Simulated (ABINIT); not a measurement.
# MgO2 (R-3m) in ABINIT: single point with PBEsol

Aim: the single point of MgO2 with PBEsol.

All numbers are computed with ABINIT 10.8.3 (patched build); they aren't measurements. Logs are shortened: lines on timing, memory, paths and dates and some standing lists are left out, and cuts for length are marked. The log counts tension as positive stress, the text compression.

### 1 The structure

Symmetry: R-3m, No. 166, trigonal system. Conventional cell: a = 3.210 Å, b = 3.210 Å, c = 10.482 Å, α = 90.00°, β = 90.00°, γ = 120.00°. Mg (site symmetry -3m) is surrounded by 6 O at 2.11 Å. O (site symmetry 3m) has 1 O at 1.49 Å as nearest neighbours.

The cell comes from a database or a generator and needn't be the stable form of this composition.

### 2 Single point, PBEsol

run.abi

```
# Pseudopotentials
pp_dirpath "./"
pseudos "Mg.upf, O.upf"

# Structure
acell 7.4737570706 7.4737570706 7.4737570706
rprim
     0.4057609562     0.2342661973     0.8834463171
    -0.4057609562     0.2342661973     0.8834463171
     0.0000000000    -0.4685323946     0.8834463171
ntypat 2
znucl 12 8
natom 3
typat 1 2 2
xred
     0.0000000000     0.0000000000     0.0000000000
     0.5712140000     0.5712140000     0.5712140000
     0.4287860000     0.4287860000     0.4287860000

# Plane-wave basis
ecut 1034.032677 eV

# k points
kptopt 1
ngkpt 8 8 8
nshiftk 1
shiftk 0.0 0.0 0.0

# Exchange and correlation
ixc -116133

# Bands and occupations
nband 15
occopt 3
tsmear 0.05 eV

# SCF cycle
nstep 100
tolvrs 1.0e-10

# Output
iomode 3
prtwf 0
prteig 0
prtebands 0
prtden 1
prtvha 1
prtvclmb 1
prtpot 1
prtelf 1
```

Potentials or basis: PseudoDojo NC SR PBEsol v0.4.1 standard.

The run is started by

```
$ mpirun --bind-to none -np 4 abinit run.abi > log 2>&1
```

run.abo:

```text
.Version 10.8.3 of ABINIT
 Symmetries : space group R-3 m (#166); Bravais hR (rhombohedral)
================================================================================
 Values of the parameters that define the memory need of the present run
     intxc =       0    ionmov =       0      iscf =       7    lmnmax =       5
     lnmax =       5     mgfft =      45  mpssoang =       3    mqgrid =    3001
     natom =       3  nloc_mem =       1    nspden =       1   nspinor =       1
    nsppol =       1      nsym =      12    n1xccc =    2501    ntypat =       2
    occopt =       3   xclevel =       2
       mpw =        2382          nfft =       91125          nkpt =          65
================================================================================
================================================================================

--------------------------------------------------------------------------------
------------- Echo of variables that govern the present computation ------------
--------------------------------------------------------------------------------
 -outvars: echo values of preprocessed input variables --------
            acell      7.4737570706E+00  7.4737570706E+00  7.4737570706E+00 Bohr
              amu      2.43050000E+01  1.59994000E+01
             ecut      3.80000000E+01 Hartree
                       outvar_i_n : Printing only first  50 k-points.
              ixc     -116133
                       outvar_i_n : Printing only first  50 k-points.
         kptrlatt        8    0    0      0    8    0      0    0    8
          kptrlen      4.85209410E+01
            natom           3
            nband          15
            ngfft          45      45      45
             nkpt          65
            nstep         100
             nsym          12
           ntypat           2
                       prtocc : prtvol=0, do not print more k-points.
           occopt           3
        prtebands           0
           prteig           0
           prtelf           1
           prtpot           1
         prtvclmb           1
           prtvha           1
            prtwf           0
            rprim      4.0576095620E-01  2.3426619730E-01  8.8344631710E-01
                      -4.0576095620E-01  2.3426619730E-01  8.8344631710E-01
                       0.0000000000E+00 -4.6853239460E-01  8.8344631710E-01
          spgroup         166
           tolvrs      1.00000000E-10
           tsmear      1.83746611E-03 Hartree
            typat      1  2  2
                       outvars : Printing only first  50 k-points.
           xangst      0.0000000000E+00  0.0000000000E+00  0.0000000000E+00
                       3.6765577441E-18  4.4940232685E-17  5.9874289432E+00
                       1.4913381891E-19  1.3610805646E-17  4.4945076746E+00
            xcart      0.0000000000E+00  0.0000000000E+00  0.0000000000E+00
                       6.9476872225E-18  8.4924731809E-17  1.1314600901E+01
                       2.8182207384E-19  2.5720695023E-17  8.4933885758E+00
             xred      0.0000000000E+00  0.0000000000E+00  0.0000000000E+00
                       5.7121400000E-01  5.7121400000E-01  5.7121400000E-01
                       4.2878600000E-01  4.2878600000E-01  4.2878600000E-01
            znucl       12.00000    8.00000

================================================================================

 chkinp: Checking input parameters for consistency.

================================================================================
== DATASET  1 ==================================================================

--- !DatasetInfo
iteration_state: {dtset: 1, }
dimensions: {natom: 3, nkpt: 65, mband: 15, nsppol: 1, nspinor: 1, nspden: 1, mpw: 2382, }
cutoff_energies: {ecut:  38.0, pawecutdg:  -1.0, }
electrons: {nelect:   2.20000000E+01, charge:   0.00000000E+00, occopt:   3.00000000E+00, tsmear:   1.83746611E-03, }
meta: {optdriver: 0, ionmov: 0, optcell: 0, iscf: 7, paral_kgb: 0, }
...

 Real(R)+Recip(G) space primitive vectors, cartesian coordinates (Bohr,Bohr^-1):
 R(1)=  3.0325588  1.7508486  6.6026632  G(1)=  0.1648773  0.0951919  0.0504847
 R(2)= -3.0325588  1.7508486  6.6026632  G(2)= -0.1648773  0.0951919  0.0504847
 R(3)=  0.0000000 -3.5016973  6.6026632  G(3)=  0.0000000 -0.1903839  0.0504847
 Unit cell volume ucvol=  2.1034308E+02 bohr^3
 Angles (23,13,12)=  4.78776427E+01  4.78776427E+01  4.78776427E+01 degrees

 getcut: wavevector=  0.0000  0.0000  0.0000  ngfft=  45  45  45
         ecut(hartree)=     38.000   => boxcut(ratio)=   2.12191

--- Pseudopotential description ------------------------------------------------
- pspini: atom type   1  psp file is ./Mg.upf
12 -116133 1 -1 1510                          pspcod,pspxc,lmax,lloc,mmax
     nproj     2     2     0

- pspini: atom type   2  psp file is ./O.upf
12 -116133 2 -1 936                           pspcod,pspxc,lmax,lloc,mmax
     nproj     2     2     1

   4.76090348E+02                                ecore*ucvol(ha*bohr**3)
--------------------------------------------------------------------------------

================================================================================

--- !BeginCycle
iteration_state: {dtset: 1, }
solver: {iscf: 7, nstep: 100, nline: 4, wfoptalg: 0, }
tolerances: {tolvrs: 1.00E-10, }
...

     iter   Etot(hartree)      deltaE(h)  residm     vres2
 ETOT  1  -92.202516543695    -9.220E+01 1.514E-01 3.056E+02
 ETOT  2  -92.265966720839    -6.345E-02 9.124E-03 1.687E+02
 ETOT  3  -92.294102109373    -2.814E-02 4.133E-03 3.917E+00
 ETOT  4  -92.294556083866    -4.540E-04 1.159E-03 7.990E-02
 ETOT  5  -92.294566055363    -9.971E-06 6.287E-04 1.188E-03
 ETOT  6  -92.294566127739    -7.238E-08 5.782E-04 3.727E-05
 ETOT  7  -92.294566129533    -1.794E-09 5.437E-04 7.171E-07
 ETOT  8  -92.294566129598    -6.510E-11 4.049E-04 6.682E-08
 ETOT  9  -92.294566129605    -6.281E-12 3.334E-04 2.293E-09
 ETOT 10  -92.294566129602     2.103E-12 2.246E-04 7.884E-11

 At SCF step   10       vres2   =  7.88E-11 < tolvrs=  1.00E-10 =>converged.

 Compute ELF
--------------------------------------------------------------------------------

 Compute kinetic energy density

 Compute gradient of the electron density
 Electron Localization Function (ELF) [min:0;max:1]
)     Maximum=    9.1316E-01  at reduced coord.    0.3778    0.6889    0.6889
)     Minimum=    1.9626E-03  at reduced coord.    0.4444    0.4222    0.4222
   Integrated=    6.4411E+01

--------------------------------------------------------------------------------
 End of ELF section

 Cartesian components of stress tensor (hartree/bohr^3)
  sigma(1 1)=  1.63461174E-04  sigma(3 2)=  0.00000000E+00
  sigma(2 2)=  1.63461173E-04  sigma(3 1)=  0.00000000E+00
  sigma(3 3)=  2.77734980E-04  sigma(2 1)=  0.00000000E+00

--- !ResultsGS
iteration_state: {dtset: 1, }
comment   : Summary of ground state results
lattice_vectors:
- [  3.0325588,   1.7508486,   6.6026632, ]
- [ -3.0325588,   1.7508486,   6.6026632, ]
- [  0.0000000,  -3.5016973,   6.6026632, ]
lattice_lengths: [   7.47376,    7.47376,    7.47376, ]
lattice_angles: [ 47.878,  47.878,  47.878, ] # degrees, (23, 13, 12)
lattice_volume:   2.1034308E+02
convergence: {deltae:  2.103E-12, res2:  7.884E-11, residm:  2.246E-04, diffor: null, }
etotal    :  -9.22945661E+01
entropy   :   0.00000000E+00
fermie    :   1.69693839E-01
cartesian_stress_tensor: # hartree/bohr^3
- [  1.63461174E-04,   0.00000000E+00,   0.00000000E+00, ]
- [  0.00000000E+00,   1.63461173E-04,   0.00000000E+00, ]
- [  0.00000000E+00,   0.00000000E+00,   2.77734980E-04, ]
pressure_GPa:  -5.9299E+00
xred      :
- [  0.0000E+00,   0.0000E+00,   0.0000E+00, Mg]
- [  5.7121E-01,   5.7121E-01,   5.7121E-01,  O]
- [  4.2879E-01,   4.2879E-01,   4.2879E-01,  O]
cartesian_forces: # hartree/bohr
- [ -0.00000000E+00,  -0.00000000E+00,  -0.00000000E+00, ]
- [  2.36376117E-20,  -3.67566300E-20,  -6.12848748E-03, ]
- [ -2.36376117E-20,   3.67566300E-20,   6.12848748E-03, ]
force_length_stats: {min:   0.00000000E+00, max:   6.12848748E-03, mean:   4.08565832E-03, }
...

 Integrated electronic density in atomic spheres:
 ------------------------------------------------
 Atom  Sphere_radius  Integrated_density
    1        2.00000          8.36341103
    2        2.00000          6.28911855
    3        2.00000          6.28911855
================================================================================

 ----iterations are completed or convergence reached----

 Mean square residual over all n,k,spin=   26.879E-08; max=  22.457E-05
 reduced coordinates (array xred) for    3 atoms
       0.000000000000      0.000000000000      0.000000000000
       0.571214000000      0.571214000000      0.571214000000
       0.428786000000      0.428786000000      0.428786000000
 rms dE/dt=  3.3039E-02; max dE/dt=  4.0464E-02; dE/dt below (all hartree)
    1       0.000000000000      0.000000000000      0.000000000000
    2       0.040464338515      0.040464338515      0.040464338515
    3      -0.040464338515     -0.040464338515     -0.040464338515

 cartesian coordinates (angstrom) at end:
    1      0.00000000000000     0.00000000000000     0.00000000000000
    2      0.00000000000000     0.00000000000000     5.98742894319966
    3      0.00000000000000     0.00000000000000     4.49450767459973

 cartesian forces (hartree/bohr) at end:
    1     -0.00000000000000    -0.00000000000000    -0.00000000000000
    2      0.00000000000000    -0.00000000000000    -0.00612848748169
    3     -0.00000000000000     0.00000000000000     0.00612848748169
 frms,max,avg= 2.8889967E-03 6.1284875E-03   0.000E+00  0.000E+00  0.000E+00 h/b

 cartesian forces (eV/Angstrom) at end:
    1     -0.00000000000000    -0.00000000000000    -0.00000000000000
    2      0.00000000000000    -0.00000000000000    -0.31513949702517
    3     -0.00000000000000     0.00000000000000     0.31513949702517
 frms,max,avg= 1.4855818E-01 3.1513950E-01   0.000E+00  0.000E+00  0.000E+00 e/A
 length scales=  7.473757070600  7.473757070600  7.473757070600 bohr
              =  3.954941918904  3.954941918904  3.954941918904 angstroms
 Fermi (or HOMO) energy (hartree) =   0.16969   Average Vxc (hartree)=  -0.39138
 Eigenvalues (hartree) for nkpt=  65  k points:
 kpt#   1, nband= 15, wtk=  0.00195, kpt=  0.0000  0.0000  0.0000 (reduced coord)
  -2.56239   -1.34888   -1.34770   -1.34770   -0.65262   -0.40308   -0.15690    0.00552
   0.00552    0.09809    0.09809    0.29294    0.30069    0.56770    0.63606
      occupation numbers for kpt#   1
   2.00000    2.00000    2.00000    2.00000    2.00000    2.00000    2.00000    2.00000
   2.00000    2.00000    2.00000    0.00000    0.00000    0.00000    0.00000
 prteigrs : prtvol=0 or 1, do not print more k-points.

--- !EnergyTerms
iteration_state     : {dtset: 1, }
comment             : Components of total free energy in Hartree
kinetic             :  5.58494921179085E+01
hartree             :  2.76813219610829E+01
xc                  : -1.60403062916171E+01
Ewald energy        : -5.49527945764114E+01
psp_core            :  2.26339914348134E+00
local_psp           : -8.39155899585830E+01
non_local_psp       : -2.31800885254632E+01
internal            : -9.22945661296019E+01
'-kT*entropy'       : -4.36616262854861E-13
total_energy        : -9.22945661296024E+01
total_energy_eV     : -2.51146308735785E+03
band_energy         : -1.53548247183310E+01
...

 Cartesian components of stress tensor (hartree/bohr^3)
  sigma(1 1)=  1.63461174E-04  sigma(3 2)=  0.00000000E+00
  sigma(2 2)=  1.63461173E-04  sigma(3 1)=  0.00000000E+00
  sigma(3 3)=  2.77734980E-04  sigma(2 1)=  0.00000000E+00

-Cartesian components of stress tensor (GPa)         [Pressure= -5.9299E+00 GPa]
- sigma(1 1)=  4.80919378E+00  sigma(3 2)=  0.00000000E+00
- sigma(2 2)=  4.80919374E+00  sigma(3 1)=  0.00000000E+00
- sigma(3 3)=  8.17124523E+00  sigma(2 1)=  0.00000000E+00

== END DATASET(S) ==============================================================
================================================================================

 -outvars: echo values of variables after computation  --------
            acell      7.4737570706E+00  7.4737570706E+00  7.4737570706E+00 Bohr
           etotal     -9.2294566130E+01
            fcart     -0.0000000000E+00 -0.0000000000E+00 -0.0000000000E+00
                       2.3637611683E-20 -3.6756629955E-20 -6.1284874817E-03
                      -2.3637611683E-20  3.6756629955E-20  6.1284874817E-03
            rprim      4.0576095620E-01  2.3426619730E-01  8.8344631710E-01
                      -4.0576095620E-01  2.3426619730E-01  8.8344631710E-01
                       0.0000000000E+00 -4.6853239460E-01  8.8344631710E-01
           strten      1.6346117399E-04  1.6346117293E-04  2.7773498013E-04
                       0.0000000000E+00  0.0000000000E+00  0.0000000000E+00
           xangst      0.0000000000E+00  0.0000000000E+00  0.0000000000E+00
                       3.6765577441E-18  4.4940232685E-17  5.9874289432E+00
                       1.4913381891E-19  1.3610805646E-17  4.4945076746E+00
             xred      0.0000000000E+00  0.0000000000E+00  0.0000000000E+00
                       5.7121400000E-01  5.7121400000E-01  5.7121400000E-01
                       4.2878600000E-01  4.2878600000E-01  4.2878600000E-01
 Calculation completed.
```

Run time: 18 s. Hardware: 4 MPI ranks of Intel Xeon 6975P-C (Granite Rapids), shared host; peak memory 0.36 GiB.

What came out:

- Free energy: -2511.4631 eV
- Pressure: -5.9 GPa
- Largest force: 0.315 eV/Å
- Band gap on the k mesh: 2.17 eV, direct
- Valence electrons inside the program's atomic spheres: Mg 8.36; O 6.29

Forces in eV/Å, atoms in the order of the input:
```
Mg   0.000  0.000  0.000
O    0.000  0.000 -0.315
O    0.000  0.000  0.315
```

Levels at points of the mesh, in eV from the valence-band top:
```
           k point  band 8  band 9  band 10  band 11  band 12  band 13  band 14  band 15
(0.00, 0.00, 0.00)   -3.32   -3.32    -0.80    -0.80     4.50     4.71    11.98    13.84
(0.50, 0.00, 0.00)   -6.05   -3.65    -1.26    -1.12     4.05     8.52    10.12    12.47
(0.50, 0.50, 0.00)   -5.37   -4.33    -2.17    -0.12     3.39     7.74    10.90    12.30
(0.50, 0.50, 0.50)   -3.84   -3.84     0.00     0.00     2.17     4.88     9.28    14.08
```

A k mesh can miss the band edges. A hybrid or GW would open this gap; PBEsol tends to underestimate it.
